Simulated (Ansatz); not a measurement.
InP under changes of volume

One of the cells (25.167 Å³/atom); the others are scaled copies at fixed shape and fractional positions:

```
In P
1.0
     0.00000    2.93050    2.93050
     2.93050    0.00000    2.93050
     2.93050    2.93050    0.00000
In P
1 1
Direct
  0.00000 0.00000 0.00000
  0.75000 0.75000 0.75000
```

* Program: Ansatz 0.2.0
* Functional: PBE
* Potentials or basis: Ansatz PAW
* Cutoff: 420 eV (not typed: the program's choice for these potentials)
* k mesh: 8 × 8 × 8
* Occupations: fermi-dirac, width 0.05 eV
* Spin: no spin polarisation

| volume (Å³/atom) | energy over the lowest point (meV/atom) | pressure (GPa) | gap on the mesh (eV) |
| --- | --- | --- | --- |
| 23.657 | ? | ? | ? |
| 24.160 | 43.47 | 6.7 | 0.94 |
| 24.663 | 25.33 | 4.9 | 0.83 |
| 25.167 | 12.41 | 3.3 | 0.72 |
| 25.670 | 4.19 | 1.9 | 0.61 |
| 26.173 | 0.20 | 0.6 | 0.50 |
| 26.677 | 0.00 | -0.5 | 0.40 |

Question: What does the run at 23.657 Å³/atom give?

Answer: Energy over the lowest point 67.46 meV/atom; pressure 8.6 GPa; gap on the mesh 1.05 eV.

Worked out: A Birch-Murnaghan fit of order 3 (a polynomial in V^(-2/3)) to the other rows has its minimum at 26.45 Å³/atom with B0 = V·E''(V) = 60 GPa and B' = 4.6. It gives 67.42 meV/atom at 23.657 Å³/atom, against the run's 67.46, and -dE/dV = 8.6 GPa, against 8.6. A straight line through the other rows of the gap, of slope -5.48 eV per unit of ln V (its deformation potential), extrapolates to 1.06 eV, against the run's 1.05.

Energies are extrapolated to zero smearing.

Caveats: spin-orbit coupling is left out, which moves the levels of the heavy elements.
